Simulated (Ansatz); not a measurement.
How far is PAW off for Sr?

```
Sr
1.0
     0.00000    3.04235    3.04235
     3.04235    0.00000    3.04235
     3.04235    3.04235    0.00000
Sr
1
Direct
  0.00000 0.00000 0.00000
```

The cell is COD entry 9008484, as deposited and not checked against the literature; nothing was relaxed.

Levels of theory: DFT, PBE, PAW with Ansatz's default frozen-core files, scalar-relativistic (Ansatz 0.2.0); DFT, PBE, all-electron PAW with datasets made for the crystal, scalar-relativistic (Ansatz 0.2.0); DFT, PBE, all-electron LAPW, scalar-relativistic (Ansatz 0.2.0).

For PAW: a Γ-centred 10×10×10 k mesh, Fermi–Dirac smearing of 0.08 eV, cutoff 420 eV, no spin polarisation. The crystal-made all-electron datasets (AE datasets) take a cutoff of 200 eV at this cell. LAPW targets a basis error of 0.5 meV/atom. The Ansatz runs share mesh, smearing and spin set-up. Plane-wave (PAW) pressures include the program's estimate of the Pulay term.

Stress and pressure are positive in compression.

Levels count from the Fermi level.

```
                      quantity      PAW  AE datasets     LAPW
                pressure (GPa)    -0.27        -0.27    -0.27
highest filled level at W (eV)  -18.591      -18.591  -18.591
  lowest empty level at W (eV)    0.089        0.089    0.089
highest filled level at X (eV)   -0.606       -0.606   -0.606
  lowest empty level at X (eV)    0.375        0.375    0.375
highest filled level at U (eV)   -0.072       -0.072   -0.071
  lowest empty level at U (eV)    0.241        0.241    0.241
```
